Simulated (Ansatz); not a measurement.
**Computed properties of CdSe**

```
CELL_PARAMETERS angstrom
0.00000 3.07027 3.07027
3.07027 0.00000 3.07027
3.07027 3.07027 0.00000
ATOMIC_POSITIONS crystal
Cd 0.00000 0.00000 0.00000
Se 0.25000 0.25000 0.25000
```

Atom numbers follow the list: Cd1, Se2.

The conventional cell has a = 6.141 Å, b = 6.141 Å, c = 6.141 Å, α = 90.00°, β = 90.00°, γ = 90.00°. Cd (atom 1) is surrounded by 4 Se at 2.66 Å. Se (atom 2) has 4 Cd at 2.66 Å as nearest neighbours.

Structure from Materials Project entry mp-2691 (possibly hypothetical), not relaxed further.

Methods: DFT, PBE, all-electron LAPW, scalar-relativistic (Ansatz 0.2.0); DFT, PBE, PAW with Ansatz's default frozen-core files, scalar-relativistic (Ansatz 0.2.0).

For LAPW: a Γ-centred 8×8×8 k mesh, Fermi–Dirac smearing of 0.03 eV, basis error target 1 meV/atom, no spin polarisation. PAW takes a cutoff of 420 eV at this cell. The Ansatz runs share mesh, smearing and spin set-up. Values come from LAPW unless marked.

- Löwdin charges (with 0.18 e of the cell spilling out of the atomic basis, so their sizes and signs hang on that basis): Cd1 1.22, Se2 -1.04 e
- Bader charges (from the PAW run): Cd1 +0.72, Se2 -0.72 e
- Volume per atom: 28.94 Å³

Problem. Give the computed value. Band gap.

Solution. 0.55 eV, direct at Γ.

Problem. Give the computed value. Pressure at this cell.

Solution. 1.30 GPa.
